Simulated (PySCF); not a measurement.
**Computed and reference excited states of `C1=CC=NC=C1`**

Published values to compare with (the computed states carry no symmetry labels, so the two lists aren't matched line by line):

```csv
state,E (eV),f,kind of transition,source
"3A1(π→π*, first)",3.86,,band maximum or as reported,[1]
3B1(n→π*),4.12,,band maximum or as reported,[1]
3A1(π→π*),4.25,,vertical absorption,[2]
3A1(π→π*),4.30,,vertical absorption,[3]
3B1(n→π*),4.46,,vertical absorption,[3]
"3B2(π→π*, first)",4.47,,band maximum or as reported,[1]
1B1(n→π*),4.78,,band maximum or as reported,[1]
3B2(π→π*),4.79,,vertical absorption,[3]
3B2(π→π*),4.86,,vertical absorption,[2]
1B1(n→π*),4.95,0.004,vertical absorption,[3]
"1B2(π→π*, first)",4.99,,band maximum or as reported,[1]
3A1(π→π*),5.04,,vertical absorption,[3]
1B1(n→π*),5.06,,vertical absorption,[2]
3A1(π→π*),5.06,,vertical absorption,[2]
1B2(π→π*),5.14,0.028,vertical absorption,[3]
1B2(π→π*),5.15,,vertical absorption,[2]
3A2(n→π*),5.36,,vertical absorption,[3]
1A2(n→π*),5.40,,band maximum or as reported,[1]
3A2(n→π*),5.40,,band maximum or as reported,[1]
1A2(n→π*),5.40,,vertical absorption,[3]
3A2(n→π*),5.46,,vertical absorption,[2]
1A2(n→π*),5.51,,vertical absorption,[2]
"3B2(π→π*, second)",6.09,,band maximum or as reported,[1]
3B2(π→π*),6.24,,vertical absorption,[3]
1A1(n→3s),6.25,,band maximum or as reported,[1]
"1A1(π→π*, first)",6.38,,band maximum or as reported,[1]
1A1(π→π*),6.62,0.010,vertical absorption,[3]
1A1(n→3s),6.76,0.011,vertical absorption,[3]
```

[1] measured, gas; Loos, Lipparini, Boggio-Pasqua, Scemama, Jacquemin (2019), arXiv:1912.04173, literature columns
[2] computed, CC3/TZVP, gas; arXiv:2401.06101 (2024), CC3 reference column of Thiel's set
[3] computed, theoretical best estimate (aug-cc-pVTZ, frozen core, CC3 geometry), gas; Veril, Scemama, Caffarel, Lipparini, Boggio-Pasqua, Jacquemin, Loos, WIREs Comput. Mol. Sci. 2021, 11, e1517 (QUESTDB)

Compound: C5H5N.
InChI=1S/C5H5N/c1-2-4-6-5-3-1/h1-5H

Level of theory: TDDFT wB97X-D/def2-SVPD, vertical, gas phase, core orbitals frozen in the response (PySCF 2.14.0, density-fitted response routines). Isolated species at its PBE0-D3(BJ)/def2-SVP geometry, gas phase.

Computed singlets: 5.01 eV (f 0.004); 5.34 eV (f 0.000); 5.62 eV (f 0.043); 6.47 eV (f 0.024); 7.50 eV (f 0.504); 7.51 eV (f 0.528); 7.76 eV (f 0.000); 7.84 eV (f 0.021); 7.94 eV (f 0.000); 8.34 eV (f 0.039). Computed triplets (Tamm–Dancoff): 4.35, 4.37, 4.69, 5.09 eV.

Question: How does the lowest computed singlet compare with the best estimate listed for the lowest singlet (vertical absorption)?

Answer: 5.01 eV against 4.95 eV for 1B1(n→π*) [3]: a difference of +0.06 eV. Geometry and basis of the two calculations needn't be the same.

Question: How does the lowest computed triplet compare with the best estimate listed for the lowest triplet (vertical absorption)?

Answer: 4.35 eV against 4.30 eV for 3A1(π→π*) [3]: a difference of +0.05 eV. Geometry and basis of the two calculations needn't be the same.

A measured band maximum holds vibronic effects and, in solution, solvent shifts, so it needn't equal the vertical energy.

All these states lie below the vertical ionisation energy of 9.58 eV (ΔSCF).
